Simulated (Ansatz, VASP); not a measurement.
# KTaO3: VASP beside Ansatz

INCAR

```
PREC = Accurate
ENCUT = 520
EDIFF = 1E-6
ISMEAR = 0
SIGMA = 0.02
LREAL = F
LASPH = T
NELM = 100
ALGO = Normal
ISIF = 2
LWAVE = F
LCHARG = F
GGA = PE
NBANDS = 27
```

Contents of KPOINTS:

```
Automatic mesh
0
Gamma
  8 8 8
```

The input POSCAR:

```
KTaO3
1.0
    3.9837275681      0.0000000000      0.0000000000
    0.0000000000      3.9837275681      0.0000000000
    0.0000000000      0.0000000000      3.9837275681
K Ta O
1 1 3
Direct
    0.5000000000      0.5000000000      0.5000000000
    0.0000000000      0.0000000000      0.0000000000
    0.5000000000      0.0000000000      0.0000000000
    0.0000000000      0.5000000000      0.0000000000
    0.0000000000      0.0000000000      0.5000000000
```

Input for Ansatz:

```yaml
crystal:
  lattice:
    - [3.9837275681, 0.0, 0.0]
    - [0.0, 3.9837275681, 0.0]
    - [0.0, 0.0, 3.9837275681]
  atoms:
    - { symbol: K, position: [0.5, 0.5, 0.5] }
    - { symbol: Ta, position: [0.0, 0.0, 0.0] }
    - { symbol: O, position: [0.5, 0.0, 0.0] }
    - { symbol: O, position: [0.0, 0.5, 0.0] }
    - { symbol: O, position: [0.0, 0.0, 0.5] }
basis:
  ecutwfc: 420
kpoints:
  mp_grid: { grid: [8, 8, 8] }
hamiltonian:
  xc: pbe
scf:
  occupations: { method: gaussian, width: 0.02 }
output:
  forces: true
  stress: true
  eigenvalues: true
```

Alike in both runs: task single point; functional PBE; k mesh 8 × 8 × 8; occupations gaussian, width 0.02 eV; no spin polarisation.

|  | VASP | Ansatz |
| --- | --- | --- |
| version | VASP 6.6.1 | Ansatz 0.2.0 |
| potentials or method | VASP PAW PBE potentials, release 64 (K_sv, Ta_pv, O) | scalar-relativistic, plane waves, PAW |
| plane-wave cutoff (eV) | 520 | 420 |
| valence electrons in the cell | 38 | 40 |

```tsv
	VASP	Ansatz	Ansatz less VASP
gap on the k mesh at the Fermi level (eV)	2.18	2.23	+0.047
least direct gap on the mesh (eV)	2.80	2.84	+0.037
pressure (GPa)	6.8	6.1	-0.69
```

The functional is the same, so the differences come from potentials, cutoffs and numerics. The two sets of potentials don't hold the same shells in valence.

Caveats: spin-orbit coupling is left out, which moves the levels of the heavy elements. A hybrid or GW would open this gap; PBE tends to underestimate it. A k mesh can miss the band edges.
